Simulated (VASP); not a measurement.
Input of a VASP 6.6.1 run:

INCAR

```
SYSTEM = SnO2
  PREC = Accurate
  ENCUT = 520
  EDIFF = 1E-6
  ISMEAR = 0
  SIGMA = 0.02
  LREAL = .False.
  LASPH = .True.
  NELM = 80
  ALGO = Normal
  ISIF = 2
  LWAVE = .False.
  LCHARG = .True.
  GGA = PE
  LELF = .True.
  LVHAR = .True.
  NBANDS = 35
```

File KPOINTS:

```
Automatic mesh
0
Gamma
  6 6 8
  0 0 0
```

Contents of POSCAR:

```
SnO2
1.0
    4.6448572075      0.0000000000      0.0000000000
    0.0000000000      4.6448572075      0.0000000000
    0.0000000000      0.0000000000      3.1828258451
Sn O
2 4
Direct
    0.0000000000      0.0000000000      0.0000000000
    0.5000000000      0.5000000000      0.5000000000
    0.3053547911      0.3053547911      0.0000000000
    0.1946452089      0.8053547911      0.5000000000
    0.6946452089      0.6946452089      0.0000000000
    0.8053547911      0.1946452089      0.5000000000
```

Potentials or basis: VASP PAW PBE potentials, release 64 (Sn_d, O).

The run is started by

```bash
$ cat potpaw_PBE.64/Sn_d/POTCAR potpaw_PBE.64/O/POTCAR > POTCAR
$ mpirun -np 1 vasp_std > vasp.out
```

(1) What does it give for the pressure?

(2) Estimate the band gap on the k mesh.

(3) Estimate the largest force.

## Answers

(1) 21.1 GPa.

(2) 1.67 eV, direct.

(3) 0.013 eV/Å.

Caveat: so large a pressure means that the cell lies far from this level's equilibrium, or that cutoff or potentials fall short; spin-orbit coupling is left out, which moves the levels of the heavy elements.
